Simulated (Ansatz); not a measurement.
Energy, volume and coordination in LiH

The calculation used DFT PBE, scalar-relativistic, plane waves, PAW in Ansatz 0.2.0. All cells share a 420 eV cutoff and Γ-centred k meshes spaced at most about 0.3 Å⁻¹ (about 0.25 or finer for metals, 2π included). No spin polarisation.

These are static total energies at zero pressure. Rows are sorted by volume; energies count from the lowest form computed. Coordination counts H atoms around Li (those within 1.25 times the shortest such distance or 1.15 times the sum of covalent radii). The table shows 6 of 7 forms computed.

```
row                            form    source  atoms  coordination  V (Å³/atom)  gap on mesh (eV)  ΔE (meV/atom)
  1    caesium chloride type, Pm-3m  invented      2          Li 8          7.9              0.71            234
  2           rock salt type, Fm-3m       COD      2          Li 6          8.0              2.98              0
  3                           P-3m1  invented     10          Li 6          8.1              3.46             22
  4  nickel arsenide type, P6_3/mmc  invented      4          Li 6          8.2              4.35             53
  5                        P4_2/mmc  invented      4          Li 4         10.3                 0              ?
  6                          P4/mmm  invented      2          Li 4         15.8              0.32            175
```

The cell of row 5:

```xyz
4
Lattice="2.8341 0.0000 0.0000 0.0000 2.8341 0.0000 0.0000 0.0000 5.1364" Properties=species:S:1:pos:R:3 pbc="T T T"
Li    0.0000    1.4171    2.5682
Li    1.4171    0.0000    0.0000
H     1.4171    1.4171    1.2841
H     1.4171    1.4171    3.8523
```

Q: How far above the lowest form does the open row lie?

A: 203 meV/atom, which puts it above row 6 and below row 1. Counting H atoms around Li, row 5 has Li 4 and the lowest form (row 2) has Li 6.

The lowest form is a structure that the Crystallography Open Database (COD) lists.

For metals, differences of a few meV/atom aren't resolved. Weakly bound directions are ill-defined at this level, which has no dispersion term (P4/mmm), and this can change margins and order among such cells. Kohn–Sham gaps at this level usually fall short of measured ones. With hydrogen, zero-point motion can shift such differences by 10 meV/atom or more. Cells relaxed within their symmetry can be saddle points. Some types were kept out of the candidates beforehand, so the set may lack a known form.
